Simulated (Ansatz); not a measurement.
# Ni: one cell, many SCF starts, part 2 of 2

Aim: see which self-consistent states Ni reaches from different starts at one fixed geometry, and which of them is lowest. System: Ni, its deposited structure (space group Fm-3m, primitive cell doubled); the cell holds 2 atoms. Source: COD entry 2100640, which need not be the ambient phase.

Ansatz 0.2.0; DFT r2SCAN, PAW, plane waves, scalar-relativistic. Earlier steps stand in the parts before.

### 8 A moment on one site alone, plain SCF

Contents of input.yaml:

```yaml
crystal:
  lattice:
    - [0.0, 1.76795, 1.76795]
    - [1.76795, 0.0, 1.76795]
    - [3.5359, 3.5359, 0.0]
  atoms:
    - { symbol: Ni, position: [0.0, 0.0, 0.0] }
    - { symbol: Ni, position: [0.0, 0.0, 0.5], spin: 2.0 }
magnetization:
  spin_polarized: true
hamiltonian:
  xc: r2scan
  pseudopotentials: { kind: paw }
basis:
  ecutwfc: 500
kpoints:
  mp_grid: { grid: [13, 13, 7] }
scf:
  occupations: { method: fermi_dirac, width: 0.1 }
  lower_state_search: "off"
output:
  forces: true
  stress: true
```

Output (excerpt; [...] marks lines left out):

```text
[... 20 lines as in an earlier run ...]
Starting moments: Σ|m| = 2 μB on 1 of 2 sites
[... 2 lines as in an earlier run ...]
SCF iter   1: F=-11685.914286 eV  HF=-11690.216136 eV  |F-HF|=4.30e0  |Δ(HF+E_count)|=         —  Δρ=1.06e-1 (↑1.06e-1 ↓5.40e-2)  dr2=4.98e0  dr2_τ=2.16e-2  dr2_m=2.34e-1  M=1.532 μB ∫|m|=1.684 μB  β_m=0.30  ethr=3.10e-3  ⟨swp⟩=5.3  Hψ=57533  notcnv=0
[...]
spin-set hold released at iteration 6 (the charge has settled, or the pull on large starting moments outlasts its swing): the magnetisation degrees of freedom join the quasi-Newton model from the next iteration; the mixer history was flushed
[...]
SCF iter  22: F=-11690.586202 eV  HF=-11690.586202 eV  |F-HF|=1.52e-7  |Δ(HF+E_count)|=   9.32e-7  Δρ=1.36e-5 (↑1.00e-5 ↓1.36e-5)  dr2=1.31e-8  dr2_τ=3.03e-10  dr2_m=3.24e-9  M=1.509 μB ∫|m|=1.859 μB  ethr=1.58e-10  ⟨swp⟩=5.1  Hψ=62167  notcnv=0
[...]
[... 1 line as in an earlier run ...]
SCF converged after 22 iterations
Magnetization: 1.5088 μB (18.7544 up, 17.2456 down)
Absolute magnetization: 1.8615 μB (∫|ρ↑−ρ↓|, with the PAW one-centre terms)
Spin contamination: 0.0453 ħ² per cell (⟨S²⟩ above its minimum at these occupations)
Per-site moments (μB) at R_I (Å): [(0.823781031086609, 1.0313567828839743), (0.8239274892243099, 1.0313567828839743)]
Free energy (F): -11690.586202 eV
[...]
E sigma→0 (E₀):  -11690.543746 eV
Entropy (-TS):   -0.084913 eV (-42.457 meV/atom)
Fermi energy:    17.759096 eV
[... 26 lines left out: energy terms, forces, stress ...]
```

Run time: 44 s. Hardware: 2 threads of an x86-64 CPU, shared host; peak memory 0.69 GiB.

The run ends in the same state as step 2 (ferromagnetic); it took 22 iterations.

### 9 Parallel moments, Broyden mixing, no switch to direct minimisation

Edit input.yaml of step 8 so:

```diff
@@ -6,3 +6,3 @@
   atoms:
-    - { symbol: Ni, position: [0.0, 0.0, 0.0] }
+    - { symbol: Ni, position: [0.0, 0.0, 0.0], spin: 2.0 }
     - { symbol: Ni, position: [0.0, 0.0, 0.5], spin: 2.0 }
@@ -20,2 +20,4 @@
   lower_state_search: "off"
+  algorithm: density_mixing
+  mixing: { algorithm: broyden, beta: 0.3 }
 output:
```

Output (excerpt; [...] marks lines left out):

```text
[... 20 lines as in an earlier run ...]
Starting moments: Σ|m| = 4 μB on 2 of 2 sites
[... 3 lines as in an earlier run ...]
SCF iter   1: F=-11690.399788 eV  HF=-11689.770414 eV  |F-HF|=6.29e-1  |Δ(HF+E_count)|=         —  Δρ=1.14e-1 (↑9.13e-2 ↓1.14e-1)  dr2=6.58e-2  dr2_τ=3.43e-2  dr2_m=2.11e0  M=2.041 μB ∫|m|=2.332 μB  β_m=0.61  ethr=1.83e-4  ⟨swp⟩=1.6  Hψ=83247  notcnv=0
[...]
[... 1 line as in an earlier run ...]
[...]
SCF iter  14: F=-11690.586203 eV  HF=-11690.586203 eV  |F-HF|=5.52e-8  |Δ(HF+E_count)|=   2.72e-6  Δρ=1.01e-5 (↑3.30e-6 ↓1.01e-5)  dr2=1.63e-8  dr2_τ=1.04e-10  dr2_m=4.05e-9  M=1.509 μB ∫|m|=1.859 μB  ethr=2.22e-10  ⟨swp⟩=5.1  Hψ=62768  notcnv=0
[...]
[... 1 line as in an earlier run ...]
SCF converged after 14 iterations
Magnetization: 1.5090 μB (18.7545 up, 17.2455 down)
Absolute magnetization: 1.8617 μB (∫|ρ↑−ρ↓|, with the PAW one-centre terms)
Spin contamination: 0.0453 ħ² per cell (⟨S²⟩ above its minimum at these occupations)
Per-site moments (μB) at R_I (Å): [(0.8239402751117341, 1.0313567828839743), (0.8239402751117342, 1.0313567828839743)]
Free energy (F): -11690.586203 eV
[...]
E sigma→0 (E₀):  -11690.543755 eV
Entropy (-TS):   -0.084894 eV (-42.447 meV/atom)
Fermi energy:    17.759178 eV
[... 26 lines left out: energy terms, forces, stress ...]
```

Wall time 33 s (2 threads of an x86-64 CPU, shared host); peak memory 0.69 GiB.

Nothing new: the 14 iterations lead to the state found in step 2 (ferromagnetic).

### 10 Parallel moments, spin not held back in the first iterations, no switch to direct minimisation

Edit input.yaml of step 9 so:

```diff
@@ -21,3 +21,3 @@
   algorithm: density_mixing
-  mixing: { algorithm: broyden, beta: 0.3 }
+  mixing: { spin_hold: "off" }
 output:
```

Output (excerpt; [...] marks lines left out):

```text
[... 20 lines as in an earlier run ...]
Starting moments: Σ|m| = 4 μB on 2 of 2 sites
[... 2 lines as in an earlier run ...]
[...]
SCF iter   1: F=-11690.396101 eV  HF=-11689.643149 eV  |F-HF|=7.53e-1  |Δ(HF+E_count)|=         —  Δρ=1.13e-1 (↑8.77e-2 ↓1.13e-1)  dr2=8.25e-2  dr2_τ=3.78e-2  dr2_m=2.01e0  M=2.031 μB ∫|m|=2.213 μB  β_m=0.61  ethr=2.30e-4  ⟨swp⟩=1.5  Hψ=83005  notcnv=0
[...]
SCF iter  16: F=-11690.586203 eV  HF=-11690.586203 eV  |F-HF|=2.00e-8  |Δ(HF+E_count)|=   1.95e-7  Δρ=2.37e-6 (↑2.37e-6 ↓1.52e-6)  dr2=1.37e-9  dr2_τ=3.19e-12  dr2_m=1.18e-10  M=1.509 μB ∫|m|=1.859 μB  ethr=1.31e-12  ⟨swp⟩=4.0  Hψ=49077  notcnv=0
[...]
[... 1 line as in an earlier run ...]
SCF converged after 16 iterations
Magnetization: 1.5089 μB (18.7544 up, 17.2456 down)
Absolute magnetization: 1.8615 μB (∫|ρ↑−ρ↓|, with the PAW one-centre terms)
Spin contamination: 0.0453 ħ² per cell (⟨S²⟩ above its minimum at these occupations)
Per-site moments (μB) at R_I (Å): [(0.823886751036157, 1.0313567828839743), (0.8238867510361572, 1.0313567828839743)]
Free energy (F): -11690.586203 eV
[...]
E sigma→0 (E₀):  -11690.543751 eV
Entropy (-TS):   -0.084904 eV (-42.452 meV/atom)
Fermi energy:    17.759150 eV
[... 26 lines left out: energy terms, forces, stress ...]
```

Wall time 36 s (2 threads of an x86-64 CPU, shared host); peak memory 0.69 GiB.

This is the state of step 2 again (ferromagnetic), after 16 iterations.

### 11 Comparing the starts

| step | iterations | state | moments of Ni1 Ni2 (μB) | total (μB) | gap (eV) | pressure (GPa) | above lowest (meV/atom) |
| --- | --- | --- | --- | --- | --- | --- | --- |
| 2 | 14 | 1 | 0.82 0.82 | 1.51 | none | -9.3 | 0.0 |
| 3 | 18 | 2 | 0.52 -0.52 | 0.00 | none | -10.1 | 88.1 |
| 4 | 8 | 3 | 0.00 0.00 | 0.00 | none | -11.7 | 106 |
| 5 | 11 | 1 | 0.82 0.82 | 1.51 | none | -9.3 | 0.0 |
| 6 | 21 | 1 | 0.82 0.82 | 1.51 | none | -9.3 | 0.0 |
| 7 | 22 | 2 | 0.52 -0.52 | 0.00 | none | -10.1 | 88.1 |
| 8 | 22 | 1 | 0.82 0.82 | 1.51 | none | -9.3 | 0.0 |
| 9 | 14 | 1 | 0.82 0.82 | 1.51 | none | -9.3 | 0.0 |
| 10 | 16 | 1 | 0.82 0.82 | 1.51 | none | -9.3 | 0.0 |

States are numbered from the lowest. Starts by step: 2 parallel moments, plain SCF; 3 opposed moments +-, plain SCF; 4 no spin polarisation; 5 spin on, no moments given (the program may seed its own), plain SCF; 6 parallel moments scaled by 0.03, plain SCF; 7 moments +- scaled by 0.65, plain SCF; 8 a moment on one site alone, plain SCF; 9 parallel moments, Broyden mixing, no switch to direct minimisation; 10 parallel moments, spin not held back in the first iterations, no switch to direct minimisation.

The 9 runs of this session took 4.5 min in all, from 9.3 s to 44 s each.

Decimal logarithm of the largest residual (eV) by iteration, counted through all cycles of a run (7 of the 9 runs):

```csv
iteration,step 2,step 3,step 4,step 5,step 6,step 7,step 10
1,0.3,0.4,-1.2,0.8,-0.4,-0.3,0.3
2,-0.3,0.2,-2.1,-0.7,-1.0,-0.5,-0.4
3,-2.2,-0.9,-2.6,-1.0,-1.8,-0.7,-2.3
4,-1.9,-1.5,-2.5,-1.2,-1.5,-0.8,-1.9
5,-2.2,-2.1,-3.9,-1.3,-1.4,-0.9,-2.2
7,-4.4,-3.0,-5.8,-3.1,-1.4,-1.2,-4.5
9,-5.8,-3.4,-,-5.0,-2.0,-1.5,-5.7
11,-6.0,-4.5,-,-8.0,-2.6,-3.0,-6.1
12,-6.2,-4.4,-,-,-2.7,-3.5,-6.3
14,-7.8,-6.5,-,-,-3.8,-4.9,-7.9
16,-,-8.0,-,-,-3.8,-6.0,-8.9
18,-,-8.9,-,-,-5.2,-7.0,-
20,-,-,-,-,-6.1,-7.9,-
22,-,-,-,-,-,-9.2,-
```

### 12 Results

The summary covers parts 1 to 2.

```
                      quantity                                                     value
               distinct states                                   3 from 9 converged runs
lowest state from plain starts                                             ferromagnetic
                   its moments                                     Ni1 0.82, Ni2 0.82 μB
                  total moment                                          1.51 μB per cell
             gap on the k-mesh                                                      none
                      pressure                                                  -9.3 GPa
                 largest force                                                0.000 eV/Å
                    next state                   antiferromagnetic, 88.1 meV/atom higher
                 highest state  non-magnetic (no spin polarisation), 106 meV/atom higher
```

**Reading.** 9 runs converged, to 3 different states. Switching spin polarisation off costs 106 meV/atom in free energy, smearing entropy included. The best antiferromagnetic state lies 88.1 meV/atom above the best ferromagnetic one. A lower state than any found can't be excluded. The mesh has less symmetry than the lattice, which lowers the symmetry of the run.
